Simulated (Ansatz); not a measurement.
# Cohesion in the molecular crystal S6

Theory: Ansatz, DFT PBE+D3(BJ), scalar-relativistic, plane waves, PAW.

Plane waves to 420 eV, a k mesh through Γ of 6×6×6 on the computed 6-atom cell and Gaussian smearing (0.02 eV); no spin polarisation.

The relaxed primitive cell holds 1 S6 (symmetry kept; residual pressure -0.01 GPa). Each molecule is also computed alone in a box with 9 Å or more between images, first as cut from the crystal, then relaxed.

```cif
data_structure
_symmetry_space_group_name_H-M 'R-3:H'
_symmetry_Int_Tables_number 148
_cell_length_a 10.5691
_cell_length_b 10.5691
_cell_length_c 4.1806
_cell_angle_alpha 90.000
_cell_angle_beta 90.000
_cell_angle_gamma 120.000
_cell_volume 404.43
loop_
_atom_site_label
_atom_site_type_symbol
_atom_site_symmetry_multiplicity
_atom_site_Wyckoff_symbol
_atom_site_fract_x
_atom_site_fract_y
_atom_site_fract_z
_atom_site_occupancy
S1 S 18 f 0.81923 0.52822 0.44091 1
```

The lattice energy is -1.040 eV (-100.4 kJ/mol) a molecule against the relaxed free molecules, without zero-point or thermal terms. Free molecules keep the site symmetry that they have in the crystal, and one conformer stands for all of a formula. The molecules are strained by 0.001 eV each in the crystal, which takes 134.8 Å³ a molecule. The gap on the mesh is 1.87 eV in the crystal and 2.89 eV between the free molecule's highest filled and lowest empty level.

This form isn't the element's structure at ambient conditions.

Cost: 3 runs of about 1.3 core-minutes in all, on Arm Neoverse V1 (shared hosts).